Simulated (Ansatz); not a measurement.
**Zinc-blende InN (metastable phase)**

Calculation: PBE-D3(BJ) (Ansatz, a quantum-chemistry and plane-wave program, PAW).

Settings: plane-wave cutoff 520 eV, 12×12×12 k mesh, Fermi–Dirac smearing 0.01 eV, scalar-relativistic PAW data made under PBE.

Cell (relaxed at this level):

```cif
data_InN
_chemical_formula_sum 'In1 N1'
_space_group_name_H-M_alt 'P 1'
_space_group_IT_number 1
_cell_length_a 3.54483
_cell_length_b 3.54483
_cell_length_c 3.54483
_cell_angle_alpha 60.000
_cell_angle_beta 60.000
_cell_angle_gamma 60.000
loop_
_space_group_symop_operation_xyz
  'x, y, z'
loop_
_atom_site_label
_atom_site_type_symbol
_atom_site_fract_x
_atom_site_fract_y
_atom_site_fract_z
_atom_site_occupancy
In1 In 0.00000 0.00000 0.00000 1
N1 N 0.25000 0.25000 0.25000 1
```

```json
{
  "bulk modulus B0": "128 GPa",
  "band_gap": "none",
  "pressure derivative B′ of the bulk modulus": "4.7"
}
```

Measured, for comparison: band gap 0.61 eV (low temperature, zero-point motion not removed, photoluminescence, epilayer; as tabulated in Schörmann, As, Lischka, Schley, Goldhahn et al., Appl. Phys. Lett. 89, 261903 …).

Note: the gap of the solid is closed in this run; this level leaves the solid without a gap, although one is measured.

Spin–orbit coupling is not included; it can open a gap where bands touch, and shift volumes and moduli.

The result took roughly 40 core-seconds.
